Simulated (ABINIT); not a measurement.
Crystal: Ni.

```
Ni
1.0
    -1.38372    1.38372    1.38372
     1.38372   -1.38372    1.38372
     1.38372    1.38372   -1.38372
Ni
1
Direct
  0.00000 0.00000 0.00000
```

This isn't the form of Ni at room conditions, which is fcc.

Program: ABINIT 10.8.3 (patched build). Alike in all runs: task single point; potentials or basis JTH PAW PBE v2.0; spin collinear, ferromagnetic start; cell as given; k mesh 13 × 13 × 13; cutoff (eV) 1333; smearing fermi-dirac 0.05 eV.

Q: Order these runs on this cell by their pressure, lowest first.
A. level RPBE
B. level BLYP
C. level PBEsol
D. level revPBE
E. level LDA

A: E (-9.6 GPa), C (-1.9 GPa), D (12.4 GPa), A (14.0 GPa), B (18.4 GPa).

Caveats: the PAW data sets were made with another functional, which shifts forces and pressure a little.
